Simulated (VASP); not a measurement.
# BiTe (R-3m) in VASP: further runs

Runs on BiTe. Level: PBEsol. Tasks: single point.

All numbers are computed with VASP 6.6.1; they aren't measurements. Logs are shortened: lines on timing, memory, paths and dates and some standing lists are left out, and cuts for length are marked.

## Step 1: Starting point

The structure is trigonal, space group R-3m (No. 166). The conventional cell has a = 4.845 Å, b = 4.845 Å, c = 9.952 Å, α = 90.00°, β = 90.00°, γ = 120.00°. Bi (site symmetry -3m) has 6 Te at 3.25 Å as nearest neighbours. Te (site symmetry -3m) has 6 Bi at 3.25 Å as nearest neighbours.

The cell comes from a database or a generator and needn't be the stable form of this composition.

## Step 2: Single point, PBEsol

The input, INCAR:

```
SYSTEM = BiTe
ALGO     = Fast           ! electronic algorithm
EDIFF    = 1E-6           ! SCF threshold, eV
ENCUT    = 520            ! plane-wave cutoff, eV
GGA      = PS             ! functional
ISIF     = 2              ! what is computed and relaxed
ISMEAR   = 0              ! smearing method
LASPH    = .True.         ! aspherical terms in the spheres
LCHARG   = .False.        ! write CHGCAR
LREAL    = .False.        ! projectors in reciprocal space
LWAVE    = .False.        ! write WAVECAR
NBANDS   = 18             ! bands
NELM     = 100            ! most SCF steps
PREC     = Accurate       ! precision mode
SIGMA    = 0.15           ! smearing width, eV
```

The input, KPOINTS:

```
k-points
0
Gamma
  12 12 12
  0 0 0
```

The input, POSCAR:

```
BiTe
1.0
    2.4227077728      1.3987509848      3.3172919545
   -2.4227077728      1.3987509848      3.3172919545
    0.0000000000     -2.7975019696      3.3172919545
Bi Te
1 1
Direct
    0.5000000000      0.5000000000      0.5000000000
    0.0000000000      0.0000000000      0.0000000000
```

Potentials or basis: VASP PAW PBE potentials, release 64 (Bi_d, Te).

Command:

```bash
cat potpaw_PBE.64/Bi_d/POTCAR potpaw_PBE.64/Te/POTCAR > POTCAR
mpirun -np 1 vasp_std > vasp.out
```

OUTCAR:

```text
SYSTEM = BiTe
   EDIFF = 1E-6
   ENCUT = 520
   GGA = PS
   ISIF = 2
   ISMEAR = 0
   LASPH = .True.
   LREAL = .False.
   NELM = 100
   PREC = Accurate

 ion  position               nearest neighbor table
   1  0.500  0.500  0.500-   2 3.25   2 3.25   2 3.25   2 3.25   2 3.25   2 3.25
   2  0.000  0.000  0.000-   1 3.25   1 3.25   1 3.25   1 3.25   1 3.25   1 3.25

  LATTYP: Found a trigonal (rhomboedric) cell.
 ALAT       =     4.3394058558
 COS(alpha) =     0.3765932224

  Lattice vectors:

 A1 = (   2.4227077728,   1.3987509848,   3.3172919545)
 A2 = (  -2.4227077728,   1.3987509848,   3.3172919545)
 A3 = (   0.0000000000,  -2.7975019696,   3.3172919545)

Analysis of symmetry for initial positions (statically):
=====================================================================
 Subroutine PRICEL returns:
 Original cell was already a primitive cell.

 Routine SETGRP: Setting up the symmetry group for a
 trigonal (rhombohedral) supercell.

 Subroutine GETGRP returns: Found 12 space group operations
 (whereof 12 operations were pure point group operations)
 out of a pool of 12 trial point group operations.

The static configuration has the point symmetry D_3d.

Analysis of symmetry for dynamics (positions and initial velocities):
=====================================================================
 Subroutine PRICEL returns:
 Original cell was already a primitive cell.

 Routine SETGRP: Setting up the symmetry group for a
 trigonal (rhombohedral) supercell.

 Subroutine GETGRP returns: Found 12 space group operations
 (whereof 12 operations were pure point group operations)
 out of a pool of 12 trial point group operations.

The dynamic configuration has the point symmetry D_3d.

 Subroutine INISYM returns: Found 12 space group operations
 (whereof 12 operations are pure point group operations),
 and found     1 'primitive' translations

----------------------------------------------------------------------------------------

                                     Primitive cell

  volume of cell :      67.4491

  direct lattice vectors                    reciprocal lattice vectors
     2.422707773  1.398750985  3.317291954     0.206380648  0.119153923  0.100483568
    -2.422707773  1.398750985  3.317291954    -0.206380648  0.119153923  0.100483568
     0.000000000 -2.797501970  3.317291954     0.000000000 -0.238307845  0.100483568

  length of vectors
     4.339405856  4.339405856  4.339405856     0.258626326  0.258626326  0.258626326

  position of ions in fractional coordinates (direct lattice)
     0.500000000  0.500000000  0.500000000
     0.000000000  0.000000000  0.000000000

  ion indices of the primitive-cell ions
   primitive index   ion index
                 1           1
                 2           2

----------------------------------------------------------------------------------------

 KPOINTS: k-points

Automatic generation of k-mesh.
 Grid dimensions read from file:
 generate k-points for:   12   12   12

 Generating k-lattice:

  Cartesian coordinates                     Fractional coordinates (reciprocal lattice)
     0.017198387  0.009929494  0.008373631     0.083333333 -0.000000000  0.000000000
    -0.017198387  0.009929494  0.008373631    -0.000000000  0.083333333  0.000000000
     0.000000000 -0.019858987  0.008373631     0.000000000  0.000000000  0.083333333

  Length of vectors
     0.021552194  0.021552194  0.021552194

  Shift w.r.t. Gamma in fractional coordinates (k-lattice)
     0.000000000  0.000000000  0.000000000

 Subroutine IBZKPT returns following result:
 ===========================================

 Found    189 irreducible k-points:

 Following reciprocal coordinates:
            Coordinates               Weight
  0.000000  0.000000  0.000000      1.000000
  0.083333 -0.000000  0.000000      6.000000
  0.166667 -0.000000  0.000000      6.000000
  0.250000 -0.000000  0.000000      6.000000
  0.333333 -0.000000  0.000000      6.000000
  0.416667 -0.000000  0.000000      6.000000
[... 16 lines left out ...]
  0.500000  0.166667 -0.000000     12.000000
 -0.416667  0.166667 -0.000000     12.000000
 [... further k-points ...]
   k-points           NKPTS =    189   k-points in BZ     NKDIM =    189   number of bands    NBANDS=     18
   number of dos      NEDOS =    301   number of ions     NIONS =      2
   total plane-waves  NPLWV =  32768
   dimension x,y,z NGX =    32 NGY =   32 NGZ =   32
   dimension x,y,z NGXF=    64 NGYF=   64 NGZF=   64
   ions per type =               1   1
   NGX,Y,Z   is equivalent  to a cutoff of  12.26, 12.26, 12.26 a.u.
   NGXF,Y,Z  is equivalent  to a cutoff of  24.52, 24.52, 24.52 a.u.
 SYSTEM =  BiTe
   PREC   = accura    normal or accurate (medium, high low for compatibility)
   ISTART =      0    job   : 0-new  1-cont  2-samecut
   ICHARG =      2    charge: 1-file 2-atom 10-const
   ISPIN  =      1    spin polarized calculation?
   LNONCOLLINEAR =      F non collinear calculations
   LSORBIT =      F    spin-orbit coupling
   LASPH  =      T    aspherical Exc in radial PAW
   ENCUT  =  520.0 eV  38.22 Ry    6.18 a.u.   8.07  8.07  8.07*2*pi/ulx,y,z
   NELM   =    100;   NELMIN=  2; NELMDL= -5     # of ELM steps
   EDIFF  = 0.1E-05   stopping-criterion for ELM
   LREAL  =      F    real-space projection
   EDIFFG = 0.1E-04   stopping-criterion for IOM
   NSW    =      0    number of steps for IOM
   IBRION =     -1    ionic relax: 0-MD 1-quasi-New 2-CG
   NFREE  =      0    steps in history (QN), initial steepest desc. (CG)
   ISIF   =      2    stress and relaxation
   ISYM   =      2    0-nonsym 1-usesym 2-fastsym
   POTIM  = 0.5000    time-step for ionic-motion
   TEBEG  =    0.0;   TEEND  =   0.0 temperature during run
   PSTRESS=    0.0 pullay stress
   NELECT =      21.0000    total number of electrons
   NUPDOWN=      -1.0000    fix difference up-down
   EMIN   =  10.00;   EMAX   =-10.00  energy-range for DOS
   EFERMI =   0.00;   METHOD = LEGACY
   ISMEAR =     0;   SIGMA  =   0.15  broadening in eV -4-tet -1-fermi 0-gaus
   EFERMI_NEDOS =   21; number of points for ismear=-14 and -15
   IALGO  =     68    algorithm
   IMIX   =      4    mixing-type and parameters
     AMIX     =   0.40;   BMIX     =  1.00
     AMIX_MAG =   1.60;   BMIX_MAG =  1.00
  volume/ion in A,a.u.               =      33.72       227.58
  Fermi-wavevector in a.u.,A,eV,Ry     =   1.109573  2.096789 16.750837  1.231152
  Thomas-Fermi vector in A             =   2.246114
   LORBIT       =      0    0 simple, 1 ext, 2 COOP (PROOUT), +10 PAW based schemes
   GGA     = PS    functional components
   LHFCALC =     F    Hartree Fock is set to
   AEXX    =    0.0000 exact exchange contribution
   IVDW    =     0    specifies the selected vdW correction
   LEPSILON=     F    determine dielectric tensor
   LRPA    =     F    only Hartree local field effects (RPA)
 non-spin polarized calculation
 RMM-DIIS sequential band-by-band and
 Gauss-broadening in eV      SIGMA  =   0.15
  energy-cutoff  :      520.00
  volume of cell :       67.45
 maximum number of plane-waves:      1832
   NGX = 17   NGY = 17   NGZ = 17

 number of electron      20.9999996 magnetization

 Free energy of the ion-electron system (eV)
  ---------------------------------------------------
  ext. energy  EPLUGINS =         0.00000000
  ---------------------------------------------------
  free energy    TOTEN  =        -7.98881743 eV

  energy without entropy =       -7.97416606  energy(sigma->0) =       -7.98149174

 E-fermi :   6.5041     XC(G=0):  -9.6321

 val. band max:        6.4927694034   @ k =   0.2500   0.1667   0.1667
 cond. band min:       6.5123281039   @ k =   0.3333   0.3333   0.1667
 fundamental gap:      0.0195587005
 Fermi energy:         6.5041248032

 k-point     1 :       0.0000    0.0000    0.0000
  band No.  band energies     occupation
      1     -16.6212      2.00000
      2     -16.6212      2.00000
      3     -16.6115      2.00000
      4     -16.6115      2.00000
      5     -16.5969      2.00000
      6      -6.9819      2.00000
[... 10 lines left out ...]
     17      13.1402      0.00000
     18      13.4064      0.00000

 k-point     2 :       0.0833   -0.0000    0.0000
  band No.  band energies     occupation
      1     -16.6211      2.00000
      2     -16.6210      2.00000
      3     -16.6118      2.00000
      4     -16.6110      2.00000
      5     -16.5968      2.00000
      6      -6.9227      2.00000
[... 10 lines left out ...]
     17      13.0748      0.00000
     18      13.7123      0.00000

 k-point     3 :       0.1667   -0.0000    0.0000
  band No.  band energies     occupation
      1     -16.6211      2.00000
      2     -16.6207      2.00000
      3     -16.6128      2.00000
      4     -16.6096      2.00000
      5     -16.5963      2.00000
      6      -6.7459      2.00000
[... 10 lines left out ...]
     17      13.9559      0.00000
     18      14.4499      0.00000

 k-point     4 :       0.2500   -0.0000    0.0000
  band No.  band energies     occupation
      1     -16.6213      2.00000
      2     -16.6203      2.00000
      3     -16.6139      2.00000
      4     -16.6079      2.00000
      5     -16.5954      2.00000
      6      -6.4546      2.00000
[... 375 lines left out ...]
      4     -16.6038      2.00000
      5     -16.5932      2.00000
      6      -5.7038      2.00000
[... 10 lines left out ...]
     17      15.9096      0.00000
     18      16.1867      0.00000

 k-point    23 :       0.5000    0.1667   -0.0000
  band No.  band energies     occupation
      1     -16.6237      2.00000
      2     -16.6207      2.00000
      3     -16.6136      2.00000
      4     -16.6038      2.00000
      5     -16.5926      2.00000
      6      -5.2190      2.00000
[... 10 lines left out ...]
     17      16.2146      0.00000
     18      17.1110      0.00000

 k-point    24 :      -0.4167    0.1667   -0.0000
  band No.  band energies     occupation
      1     -16.6226      2.00000
      2     -16.6212      2.00000
      3     -16.6135      2.00000
      4     -16.6044      2.00000
      5     -16.5930      2.00000
      6      -5.0746      2.00000
[... 10 lines left out ...]
     17      15.5227      0.00000
     18      16.2241      0.00000

 [... further k-points ...]
[... 5 lines left out ...]
  --------------------------------------------------------------------------------------
  -------------------------------------------------------------------------------------
  Total       -1.0988736     -1.0988736     -0.9887103     -0.0000000      0.0000000      0.0000000
  in kB      -26.1024901    -26.1024901    -23.4856869     -0.0000000      0.0000000      0.0000000
  external PRESSURE =     -25.2302224 kB  Pullay stress =       0.0000000 kB

 VOLUME and BASIS-vectors are now :
 -----------------------------------------------------------------------------
  energy-cutoff  :      520.00
  volume of cell :       67.45
      direct lattice vectors                 reciprocal lattice vectors
     2.422707773  1.398750985  3.317291954     0.206380648  0.119153923  0.100483568
    -2.422707773  1.398750985  3.317291954    -0.206380648  0.119153923  0.100483568
     0.000000000 -2.797501970  3.317291954     0.000000000 -0.238307845  0.100483568

 POSITION                                       TOTAL-FORCE (eV/Angst)
 -----------------------------------------------------------------------------------
      0.00000      0.00000      4.97594         0.000000      0.000000     -0.000000
      0.00000      0.00000      0.00000        -0.000000     -0.000000      0.000000
 -----------------------------------------------------------------------------------
    total drift:                               -0.000000      0.000000     -0.000000

  FREE ENERGIE OF THE ION-ELECTRON SYSTEM (eV)
  ---------------------------------------------------
  free  energy   TOTEN  =        -7.9888174307 eV

  energy  without entropy=       -7.9741660552  energy(sigma->0) =       -7.98149174
```

Run time: 98 s. Hardware: 1 thread of Intel Xeon Platinum 8488C (Sapphire Rapids), shared host; peak memory 0.35 GiB.

What came out:

* Free energy: -7.9888 eV
* Pressure: -2.5 GPa
* Band gap on the k mesh: none (metal or under the smearing width)

Stress tensor (GPa, compression positive):
```
-2.61  0.00  0.00
 0.00 -2.61  0.00
 0.00  0.00 -2.35
```

Levels at points of the mesh, in eV from the Fermi level:
| k point | band 7 | band 8 | band 9 | band 10 | band 11 | band 12 | band 13 | band 14 |
| --- | --- | --- | --- | --- | --- | --- | --- | --- |
| (0.00, 0.00, 0.00) | -8.28 | -2.90 | -2.90 | -1.59 | 1.89 | 2.51 | 2.51 | 4.04 |
| (0.50, 0.00, 0.00) | -11.36 | -1.84 | -1.81 | -1.01 | -0.98 | -0.61 | 0.31 | 6.67 |
| (0.50, 0.50, 0.00) | -9.97 | -5.61 | -4.48 | -3.29 | 2.36 | 3.07 | 3.59 | 4.58 |
| (0.50, 0.50, 0.50) | -10.95 | -2.34 | -2.34 | -2.23 | -1.58 | -1.27 | -1.27 | 7.92 |

Caveat: the PAW data sets were made with another functional, which shifts forces and pressure a little; spin-orbit coupling is left out, which moves the levels of the heavy elements.

## Step 3: Single point, PBEsol

The input, INCAR:

```
PREC = Accurate
ENCUT = 520
EDIFF = 1E-7
ISMEAR = 0
SIGMA = 0.15
LREAL = False
LASPH = True
NELM = 100
ALGO = Fast
ISIF = 2
LWAVE = False
LCHARG = False
GGA = PS
NBANDS = 18
```

The input, KPOINTS:

```
regular mesh
0
Gamma
  15 15 15
```

POSCAR is that of step 2.

Potentials or basis: VASP PAW PBE potentials, release 64 (Bi_d, Te).

Command:

```bash
cat potpaw_PBE.64/Bi_d/POTCAR potpaw_PBE.64/Te/POTCAR > POTCAR
mpirun -np 1 vasp_std > vasp.out
```

It took 3.5 min on 1 thread of Intel Xeon Platinum 8488C (Sapphire Rapids), shared host; peak memory 0.51 GiB.

The run converged. Its results:

```yaml
Free_energy: -7.9888 eV
Pressure: -2.5 GPa
Band_gap_on_the_k_mesh: none (metal or under the smearing width)
```

Stress tensor (GPa, compression positive):
```
-2.64  0.00  0.00
 0.00 -2.64  0.00
 0.00  0.00 -2.27
```

Levels at points of the mesh, in eV from the Fermi level:
```csv
k point,band 7,band 8,band 9,band 10,band 11,band 12,band 13,band 14
"(0.00, 0.00, 0.00)",-8.28,-2.90,-2.90,-1.59,1.89,2.51,2.51,4.04
```

Caveat: the PAW data sets were made with another functional, which shifts forces and pressure a little; spin-orbit coupling is left out, which moves the levels of the heavy elements.
